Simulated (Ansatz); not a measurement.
# Mo: the cost of one run

Method: DFT PBE, scalar-relativistic, plane waves, PAW, in Ansatz 0.2.0.

The COD entry's cell or inner coordinates are ideal or old and differ from later refinements, so a difference from it is no clean test against experiment.

2 further runs of the same task are left out: 2 set aside as unsound or not needed.

### Step 1. The starting structure

The structure is cubic, space group F-43m (No. 216). Conventional cell: a = 4.380 Å, b = 4.380 Å, c = 4.380 Å, α = 90.00°, β = 90.00°, γ = 90.00°. Si (site symmetry -43m) is surrounded by 4 C at 1.90 Å. C (site symmetry -43m) has 4 Si at 1.90 Å as nearest neighbours.

Structure file:

```cif
data_structure
_symmetry_space_group_name_H-M 'P 1'
_symmetry_Int_Tables_number 1
_cell_length_a 3.0969
_cell_length_b 3.0969
_cell_length_c 3.0969
_cell_angle_alpha 60.000
_cell_angle_beta 60.000
_cell_angle_gamma 60.000
_cell_volume 21.00
loop_
_atom_site_label
_atom_site_type_symbol
_atom_site_fract_x
_atom_site_fract_y
_atom_site_fract_z
_atom_site_occupancy
Si1 Si 0.00000 0.00000 0.00000 1
C1 C 0.75000 0.75000 0.75000 1
```

It is the result of an earlier relaxation at this level (volume 10.50 Å³/atom; gap on the mesh: 1.37 eV).

### Step 2. The film's bulk: Mo

Relaxed beforehand at this level: -4956.0200 eV/atom, gap on the mesh none (metal).

```cif
data_structure
_symmetry_space_group_name_H-M 'Im-3m'
_symmetry_Int_Tables_number 229
_cell_length_a 3.1604
_cell_length_b 3.1604
_cell_length_c 3.1604
_cell_angle_alpha 90.000
_cell_angle_beta 90.000
_cell_angle_gamma 90.000
_cell_volume 31.57
loop_
_atom_site_label
_atom_site_type_symbol
_atom_site_symmetry_multiplicity
_atom_site_Wyckoff_symbol
_atom_site_fract_x
_atom_site_fract_y
_atom_site_fract_z
_atom_site_occupancy
Mo1 Mo 2 a 0.00000 0.00000 0.00000 1
```

Bulk energy of SiC, the base, on matching settings, from an earlier run: -443.5801 eV/atom.

### Step 3. The film's bulk on the base's lattice

The (100) plane of Mo is fitted to the (100) plane of SiC, a strain of -2.0 % along x and -2.0 % along y; the third vector and the atoms relax.

input.yaml

```yaml
crystal:
  lattice:
    - [3.0969355112, 0.0, 0.0]
    - [0.0, 3.0969355112, 0.0]
    - [-1.5484677556, 1.5484677556, 1.6191820416]
  atoms:
    - { symbol: Mo, position: [0.0, 0.0, 0.0] }
basis:
  ecutwfc: 420
kpoints:
  mp_grid: { grid: [11, 11, 21] }
hamiltonian:
  xc: pbe
scf:
  occupations: { method: gaussian, width: 0.1 }
output:
  forces: true
  stress: true
  eigenvalues: true
relax:
  adjacent_minimum: "off"
  f_tol: 0.01
  max_steps: 50
  cell: { fix: [a, b, gamma], stress_tol: 0.1 }
```

Run with:

```sh
$ ansatz run input.yaml --threads 4 --pin off --max-ram 10240MiB --backend cpu --events-out ev --progress --plain --runs-dir out
```

What time and memory should one allow on 4 threads of AMD EPYC 7R43 (Zen 3), shared host?

About 12 s, with a peak of 0.51 GiB.
